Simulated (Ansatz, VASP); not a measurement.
**PbO (Litharge): VASP beside Ansatz**

```
Pb O
1.0
     3.99000    0.00000    0.00000
     0.00000    3.99000    0.00000
     0.00000    0.00000    5.01000
Pb O
2 2
Direct
  0.50000 0.00000 0.76000
  0.00000 0.50000 0.24000
  0.50000 0.50000 0.00000
  0.00000 0.00000 0.00000
```

Alike in both runs: task single point; functional HSE(alpha, omega); k mesh 4 × 4 × 3; occupations fermi-dirac, width 0.05 eV; no spin polarisation.

```csv
,VASP,Ansatz
version,VASP 6.6.1,Ansatz 0.2.0
potentials or method,"VASP PAW PBE potentials, release 64 (Pb_d, O)",Ansatz PAW
plane-wave cutoff (eV),520,420
valence electrons in the cell,40,40
```

```csv
,VASP,Ansatz,Ansatz less VASP
gap on the k mesh at the Fermi level (eV),1.55,1.54,-0.007
least direct gap on the mesh (eV),2.77,2.76,-0.002
pressure (GPa),0.8,0.6,-0.15
largest component of the traceless stress (GPa),0.39,0.37,-0.015
rms of the force components (eV/Å),0.143,0.164,+0.0209
```

Atom by atom the forces differ by 0.021 eV/Å (rms over components). With one functional, cell and mesh, what is left measures potentials, basis and numerics.

Caveats: spin-orbit coupling is left out, which as a rule narrows the gap of such compounds by several tenths of an eV; the PAW data sets were made with another functional, which shifts forces and pressure a little (VASP); an odd mesh through Γ misses points on the zone boundary, where band edges often lie (VASP); odd divisions of the mesh miss points on the zone boundary, where band edges often lie, so the gap on the mesh can be too wide (Ansatz); the PAW data sets come from PBE, with cores solved anew for the run's functional, which leaves a small shift of forces and pressure (Ansatz); the thresholds are loose for stress (Ansatz).
